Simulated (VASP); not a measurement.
A run of VASP 6.6.1 is set up as follows.

File INCAR:

```
SYSTEM = TiN
PREC = Accurate
ENCUT = 600
EDIFF = 1E-6
ISMEAR = 1
SIGMA = 0.1
LREAL = .FALSE.
LASPH = .TRUE.
NELM = 80
ALGO = Normal
ISIF = 3
LWAVE = .FALSE.
LCHARG = .FALSE.
GGA = PE
IVDW = 12
IBRION = 2
NSW = 90
EDIFFG = -0.01
```

The input KPOINTS:

```
regular mesh
0
G
  16 16 16
  0 0 0
```

File POSCAR:

```
TiN
1.0
    0.0000000000      2.1190000000      2.1190000000
    2.1190000000      0.0000000000      2.1190000000
    2.1190000000      2.1190000000      0.0000000000
Ti N
1 1
Direct
    0.0000000000      0.0000000000      0.0000000000
    0.5000000000      0.5000000000      0.5000000000
```

Potentials or basis: VASP PAW PBE potentials, release 64 (Ti_sv, N).

Run with:

```console
$ cat potpaw_PBE.64/Ti_sv/POTCAR potpaw_PBE.64/N/POTCAR > POTCAR
$ mpirun -np 1 vasp_std > vasp.out
```

Problem. Estimate the band gap on the k mesh.

Solution. None (metal or under the smearing width).

Problem. Estimate the relaxed volume.

Solution. 9.31 Å³/atom.

Problem. What does it give for the space group after relaxing (to 0.05 Å)?

Solution. Fm-3m (No. 225).

Problem. Predict the dispersion energy per atom.

Solution. -0.480 eV.

The path:
```csv
step,energy change (eV),largest force (eV/Å),pressure (GPa),volume (Å³)
1,0.0000,0.0000,-6.16,19.03
2,0.0094,0.0000,10.09,18.04
3,-0.0080,0.0000,0.03,18.62
```

Caveat: pairwise dispersion overbinds metals, which lowers pressure and volume.
